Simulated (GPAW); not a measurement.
**ZnSe (Stilleite): single point with TB-mBJ**

**Measured values to compare with.**

“Alloy Disordering Effects on the Thermal Conductivity and Energy Gap Temperature Dependence of Cd1−xZnxSe Ternary Crystals Grown by the Bridgman Method”, 2023, pmc:10253836 reports, for a bulk crystal of ZnSe at 300 K: band gap 2.695 ± 0.003 eV (an exciton energy, a little under the gap).

Crystal: ZnSe (Stilleite).

```
Se Zn
1.0
     0.00000    2.83380    2.83380
     2.83380    0.00000    2.83380
     2.83380    2.83380    0.00000
Se Zn
1 1
Direct
  0.75000 0.75000 0.75000
  0.00000 0.00000 0.00000
```

```yaml
Program: GPAW 26.7.0
Task: single point
Functional: TB-mBJ
Potentials_or_basis: GPAW PAW data sets for LDA (gpaw-data 1.2.1)
Cutoff: 600 eV
Basis: pw
k_mesh: 8 × 8 × 8
Occupations: fermi-dirac, width 0.05 eV
Spin: no spin polarisation
```

```json
{
 "Band gap on the k mesh": "2.73 eV, direct"
}
```

Levels at points of the mesh, in eV from the valence-band top:
| k point | band 7 | band 8 | band 9 | band 10 | band 11 | band 12 |
| --- | --- | --- | --- | --- | --- | --- |
| (0.00, 0.00, 0.00) | 0.00 | 0.00 | 0.00 | 2.73 | 6.55 | 6.55 |
| (0.50, 0.50, 0.00) | -4.29 | -2.03 | -2.03 | 3.84 | 4.31 | 11.79 |
| (0.50, 0.50, 0.50) | -4.79 | -0.80 | -0.80 | 3.68 | 7.01 | 7.01 |

It took 37 s on 1 thread of AMD EPYC 9R45 96-Core Processor (Zen 5), with other jobs on the host, peak memory 0.28 GiB.

Against the measured gap of ZnSe, 2.695 eV (an exciton energy, a little under the gap; 300 K; “Alloy Disordering Effects on the Thermal Conductivity and Energy Gap Temperature Dependence of Cd1−xZnxSe Ternary Crystals Grown by the Bridgman Method”, 2023, pmc:10253836), the calculated 2.73 eV is off by +0.04 eV. Spin-orbit coupling on Se is left out. The value is that of TB-mBJ, without temperature or zero-point motion.

Caveat: a model potential gives levels but no total energy.
